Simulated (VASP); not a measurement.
# InAs (F-43m) in VASP: further runs

The runs below take InAs through single point, with PBE, LDA.

Everything below comes from runs of VASP 6.6.1. Logs are shortened: lines on timing, memory, paths and dates and some standing lists are left out, and cuts for length are marked.

**Measured values to compare with.**

From a printed reference work, data compilation, for a bulk crystal of InAs at 4.2 K: band gap 0.418 eV (direct).

How close the calculation comes is told below.

### 1 The cell of the first run

The structure is cubic, space group F-43m (No. 216). Conventional cell: a = 6.036 Å, b = 6.036 Å, c = 6.036 Å, α = 90.00°, β = 90.00°, γ = 90.00°. Within 3.4 Å of In (site symmetry -43m) lie 4 As at 2.61 Å. As (site symmetry -43m) has 4 In at 2.61 Å within 3.4 Å.

### 2 Single point, PBE

Input file INCAR:

```
SYSTEM = InAs
PREC     = Accurate       ! precision mode
ENCUT    = 520            ! plane-wave cutoff, eV
EDIFF    = 1E-6           ! SCF threshold, eV
ISMEAR   = 0              ! smearing method
SIGMA    = 0.026000000000000002 ! smearing width, eV
LREAL    = .False.        ! projectors in reciprocal space
LASPH    = .True.         ! aspherical terms in the spheres
NELM     = 60             ! most SCF steps
ALGO     = Normal         ! electronic algorithm
ISIF     = 2              ! what is computed and relaxed
LWAVE    = .False.        ! write WAVECAR
LCHARG   = .True.         ! write CHGCAR
GGA      = PE             ! functional
LELF     = .True.         ! ELF
LVHAR    = .True.       
NBANDS   = 16             ! bands
```

Input file KPOINTS:

```
Automatic mesh
0
Gamma
  8 8 8
  0 0 0
```

Input file POSCAR:

```
InAs
1.0
    0.0000000000      3.0180000000      3.0180000000
    3.0180000000      0.0000000000      3.0180000000
    3.0180000000      3.0180000000      0.0000000000
In As
1 1
Direct
    0.0000000000      0.0000000000      0.0000000000
    0.7500000000      0.7500000000      0.7500000000
```

Potentials or basis: VASP PAW PBE potentials, release 64 (In_d, As).

Run with:

```bash
$ cat potpaw_PBE.64/In_d/POTCAR potpaw_PBE.64/As/POTCAR > POTCAR
$ mpirun -np 1 vasp_std > vasp.out
```

OUTCAR:

```text
SYSTEM = InAs
   PREC = Accurate
   ENCUT = 520
   EDIFF = 1E-6
   ISMEAR = 0
   LREAL = .False.
   LASPH = .True.
   NELM = 60
   ISIF = 2
   GGA = PE

 ion  position               nearest neighbor table
   1  0.000  0.000  0.000-   2 2.61   2 2.61   2 2.61   2 2.61
   2  0.750  0.750  0.750-   1 2.61   1 2.61   1 2.61   1 2.61

  LATTYP: Found a face centered cubic cell.
 ALAT       =     6.0360000000

  Lattice vectors:

 A1 = (   0.0000000000,   3.0180000000,   3.0180000000)
 A2 = (   3.0180000000,   0.0000000000,   3.0180000000)
 A3 = (   3.0180000000,   3.0180000000,   0.0000000000)

Analysis of symmetry for initial positions (statically):
=====================================================================
 Subroutine PRICEL returns:
 Original cell was already a primitive cell.

 Routine SETGRP: Setting up the symmetry group for a
 face centered cubic supercell.

 Subroutine GETGRP returns: Found 24 space group operations
 (whereof 24 operations were pure point group operations)
 out of a pool of 48 trial point group operations.

The static configuration has the point symmetry T_d .

Analysis of symmetry for dynamics (positions and initial velocities):
=====================================================================
 Subroutine PRICEL returns:
 Original cell was already a primitive cell.

 Routine SETGRP: Setting up the symmetry group for a
 face centered cubic supercell.

 Subroutine GETGRP returns: Found 24 space group operations
 (whereof 24 operations were pure point group operations)
 out of a pool of 48 trial point group operations.

The dynamic configuration has the point symmetry T_d .

 Subroutine INISYM returns: Found 24 space group operations
 (whereof 24 operations are pure point group operations),
 and found     1 'primitive' translations

----------------------------------------------------------------------------------------

                                     Primitive cell

  volume of cell :      54.9778

  direct lattice vectors                    reciprocal lattice vectors
     0.000000000  3.018000000  3.018000000    -0.165672631  0.165672631  0.165672631
     3.018000000  0.000000000  3.018000000     0.165672631 -0.165672631  0.165672631
     3.018000000  3.018000000  0.000000000     0.165672631  0.165672631 -0.165672631

  length of vectors
     4.268096531  4.268096531  4.268096531     0.286953414  0.286953414  0.286953414

  position of ions in fractional coordinates (direct lattice)
     0.000000000  0.000000000  0.000000000
     0.750000000  0.750000000  0.750000000

  ion indices of the primitive-cell ions
   primitive index   ion index
                 1           1
                 2           2

----------------------------------------------------------------------------------------

 KPOINTS: Automatic mesh

Automatic generation of k-mesh.
 Grid dimensions read from file:
 generate k-points for:    8    8    8

 Generating k-lattice:

  Cartesian coordinates                     Fractional coordinates (reciprocal lattice)
    -0.020709079  0.020709079  0.020709079     0.125000000  0.000000000  0.000000000
     0.020709079 -0.020709079  0.020709079     0.000000000  0.125000000  0.000000000
     0.020709079  0.020709079 -0.020709079     0.000000000  0.000000000  0.125000000

  Length of vectors
     0.035869177  0.035869177  0.035869177

  Shift w.r.t. Gamma in fractional coordinates (k-lattice)
     0.000000000  0.000000000  0.000000000

 Subroutine IBZKPT returns following result:
 ===========================================

 Found     29 irreducible k-points:

 Following reciprocal coordinates:
            Coordinates               Weight
  0.000000  0.000000  0.000000      1.000000
  0.125000  0.000000  0.000000      8.000000
  0.250000  0.000000  0.000000      8.000000
  0.375000  0.000000  0.000000      8.000000
  0.500000  0.000000  0.000000      4.000000
  0.125000  0.125000  0.000000      6.000000
[... 16 lines left out ...]
  0.500000  0.250000  0.125000     48.000000
 -0.375000  0.250000  0.125000     24.000000
 [... further k-points ...]
   k-points           NKPTS =     29   k-points in BZ     NKDIM =     29   number of bands    NBANDS=     16
   number of dos      NEDOS =    301   number of ions     NIONS =      2
   total plane-waves  NPLWV =  32768
   dimension x,y,z NGX =    32 NGY =   32 NGZ =   32
   dimension x,y,z NGXF=    64 NGYF=   64 NGZF=   64
   ions per type =               1   1
   NGX,Y,Z   is equivalent  to a cutoff of  12.46, 12.46, 12.46 a.u.
   NGXF,Y,Z  is equivalent  to a cutoff of  24.93, 24.93, 24.93 a.u.
 SYSTEM =  InAs
   PREC   = accura    normal or accurate (medium, high low for compatibility)
   ISTART =      0    job   : 0-new  1-cont  2-samecut
   ICHARG =      2    charge: 1-file 2-atom 10-const
   ISPIN  =      1    spin polarized calculation?
   LNONCOLLINEAR =      F non collinear calculations
   LSORBIT =      F    spin-orbit coupling
   LASPH  =      T    aspherical Exc in radial PAW
   ENCUT  =  520.0 eV  38.22 Ry    6.18 a.u.   7.94  7.94  7.94*2*pi/ulx,y,z
   NELM   =     60;   NELMIN=  2; NELMDL= -5     # of ELM steps
   EDIFF  = 0.1E-05   stopping-criterion for ELM
   LREAL  =      F    real-space projection
   EDIFFG = 0.1E-04   stopping-criterion for IOM
   NSW    =      0    number of steps for IOM
   IBRION =     -1    ionic relax: 0-MD 1-quasi-New 2-CG
   NFREE  =      0    steps in history (QN), initial steepest desc. (CG)
   ISIF   =      2    stress and relaxation
   ISYM   =      2    0-nonsym 1-usesym 2-fastsym
   POTIM  = 0.5000    time-step for ionic-motion
   TEBEG  =    0.0;   TEEND  =   0.0 temperature during run
   PSTRESS=    0.0 pullay stress
   NELECT =      18.0000    total number of electrons
   NUPDOWN=      -1.0000    fix difference up-down
   EMIN   =  10.00;   EMAX   =-10.00  energy-range for DOS
   EFERMI =   0.00;   METHOD = LEGACY
   ISMEAR =     0;   SIGMA  =   0.03  broadening in eV -4-tet -1-fermi 0-gaus
   EFERMI_NEDOS =   21; number of points for ismear=-14 and -15
   IALGO  =     38    algorithm
   IMIX   =      4    mixing-type and parameters
     AMIX     =   0.40;   BMIX     =  1.00
     AMIX_MAG =   1.60;   BMIX_MAG =  1.00
  volume/ion in A,a.u.               =      27.49       185.50
  Fermi-wavevector in a.u.,A,eV,Ry     =   1.128331  2.132236 17.321990  1.273130
  Thomas-Fermi vector in A             =   2.265020
   LORBIT       =      0    0 simple, 1 ext, 2 COOP (PROOUT), +10 PAW based schemes
   GGA     = PE    functional components
   LHFCALC =     F    Hartree Fock is set to
   AEXX    =    0.0000 exact exchange contribution
   IVDW    =     0    specifies the selected vdW correction
   LEPSILON=     F    determine dielectric tensor
   LRPA    =     F    only Hartree local field effects (RPA)
 non-spin polarized calculation
 Gauss-broadening in eV      SIGMA  =   0.03
  energy-cutoff  :      520.00
  volume of cell :       54.98
 maximum number of plane-waves:      1494
   NGX = 15   NGY = 15   NGZ = 15

 number of electron      17.9999991 magnetization

 Free energy of the ion-electron system (eV)
  ---------------------------------------------------
  ext. energy  EPLUGINS =         0.00000000
  ---------------------------------------------------
  free energy    TOTEN  =        -7.66129104 eV

  energy without entropy =       -7.66121271  energy(sigma->0) =       -7.66125187

 E-fermi :   4.5717     XC(G=0):  -9.1170

 val. band max:        4.5637750410   @ k =   0.0000   0.0000   0.0000
 cond. band min:       5.5323312369   @ k =   0.5000   0.0000   0.0000
 fundamental gap:      0.9685561959
 Fermi energy:         4.5716937411

 k-point     1 :       0.0000    0.0000    0.0000
  band No.  band energies     occupation
      1      -9.8398      2.00000
      2      -9.8398      2.00000
      3      -9.8398      2.00000
      4      -9.7118      2.00000
      5      -9.7118      2.00000
      6      -7.3330      2.00000
[... 8 lines left out ...]
     15      14.2589      0.00000
     16      14.2589      0.00000

 k-point     2 :       0.1250    0.0000    0.0000
  band No.  band energies     occupation
      1      -9.8604      2.00000
      2      -9.8339      2.00000
      3      -9.8339      2.00000
      4      -9.7119      2.00000
      5      -9.7119      2.00000
      6      -7.1699      2.00000
[... 8 lines left out ...]
     15      13.3758      0.00000
     16      13.3758      0.00000

 k-point     3 :       0.2500    0.0000    0.0000
  band No.  band energies     occupation
      1      -9.9066      2.00000
      2      -9.8210      2.00000
      3      -9.8210      2.00000
      4      -9.7105      2.00000
      5      -9.7105      2.00000
      6      -6.7231      2.00000
[... 8 lines left out ...]
     15      13.1337      0.00000
     16      13.1337      0.00000

 k-point     4 :       0.3750    0.0000    0.0000
  band No.  band energies     occupation
      1      -9.9491      2.00000
      2      -9.8109      2.00000
      3      -9.8109      2.00000
      4      -9.7062      2.00000
      5      -9.7062      2.00000
      6      -6.1514      2.00000
[... 8 lines left out ...]
     15      14.0840      0.00000
     16      14.0840      0.00000
[... 324 lines left out ...]
 k-point    22 :       0.3750    0.2500    0.1250
  band No.  band energies     occupation
      1      -9.9448      2.00000
      2      -9.8053      2.00000
      3      -9.8006      2.00000
      4      -9.7238      2.00000
      5      -9.7020      2.00000
      6      -6.3576      2.00000
[... 8 lines left out ...]
     15      14.7185      0.00000
     16      15.3988      0.00000

 k-point    23 :       0.5000    0.2500    0.1250
  band No.  band energies     occupation
      1      -9.9720      2.00000
      2      -9.7998      2.00000
      3      -9.7893      2.00000
      4      -9.7212      2.00000
      5      -9.7021      2.00000
      6      -5.8446      2.00000
[... 8 lines left out ...]
     15      14.8986      0.00000
     16      15.7082      0.00000

 k-point    24 :      -0.3750    0.2500    0.1250
  band No.  band energies     occupation
      1      -9.9822      2.00000
      2      -9.7988      2.00000
      3      -9.7852      2.00000
      4      -9.7169      2.00000
      5      -9.7041      2.00000
      6      -5.5769      2.00000
[... 8 lines left out ...]
     15      14.9909      0.00000
     16      15.7163      0.00000

 [... further k-points ...]

------------------------ aborting loop because EDIFF is reached ----------------------------------------

  FORCE on cell =-STRESS in cart. coord.  units (eV):
  Direction    XX          YY          ZZ          XY          YZ          ZX
  --------------------------------------------------------------------------------------
  -------------------------------------------------------------------------------------
  Total        1.4948260      1.4948260      1.4948260      0.0000000      0.0000000      0.0000000
  in kB       43.5625729     43.5625729     43.5625729      0.0000000      0.0000000      0.0000000
  external PRESSURE =      43.5625729 kB  Pullay stress =       0.0000000 kB

 VOLUME and BASIS-vectors are now :
 -----------------------------------------------------------------------------
  energy-cutoff  :      520.00
  volume of cell :       54.98
      direct lattice vectors                 reciprocal lattice vectors
     0.000000000  3.018000000  3.018000000    -0.165672631  0.165672631  0.165672631
     3.018000000  0.000000000  3.018000000     0.165672631 -0.165672631  0.165672631
     3.018000000  3.018000000  0.000000000     0.165672631  0.165672631 -0.165672631

 POSITION                                       TOTAL-FORCE (eV/Angst)
 -----------------------------------------------------------------------------------
      0.00000      0.00000      0.00000        -0.000000     -0.000000      0.000000
      4.52700      4.52700      4.52700         0.000000      0.000000      0.000000
 -----------------------------------------------------------------------------------
    total drift:                                0.000000      0.000000      0.000000

  FREE ENERGIE OF THE ION-ELECTRON SYSTEM (eV)
  ---------------------------------------------------
  free  energy   TOTEN  =        -7.6612910421 eV

  energy  without entropy=       -7.6612127058  energy(sigma->0) =       -7.66125187
```

Wall time 35 s (1 thread of Intel Xeon 8259CL, shared host); peak memory 0.18 GiB.

What came out:

* Free energy: -7.6613 eV
* Pressure: 4.4 GPa
* Band gap on the k mesh: zero (filled and empty bands touch)

Levels at points of the mesh, in eV from the Fermi level:
| k point | band 5 | band 6 | band 7 | band 8 | band 9 | band 10 | band 11 | band 12 | band 13 | band 14 |
| --- | --- | --- | --- | --- | --- | --- | --- | --- | --- | --- |
| (0.00, 0.00, 0.00) | -14.28 | -11.90 | -0.18 | -0.01 | -0.01 | -0.01 | 3.90 | 3.90 | 3.90 | 7.52 |
| (0.50, 0.00, 0.00) | -14.28 | -10.42 | -5.80 | -1.00 | -1.00 | 0.96 | 4.67 | 4.67 | 6.85 | 9.06 |
| (0.50, 0.50, 0.00) | -14.26 | -9.87 | -5.87 | -2.35 | -2.35 | 1.53 | 2.05 | 9.21 | 9.30 | 9.30 |

Caveat: the cell stands under pressure; semilocal functionals underestimate gaps, so a narrow gap can read as zero; spin-orbit coupling is left out, which moves the levels of the heavy elements.

[end of part 1 of 2]
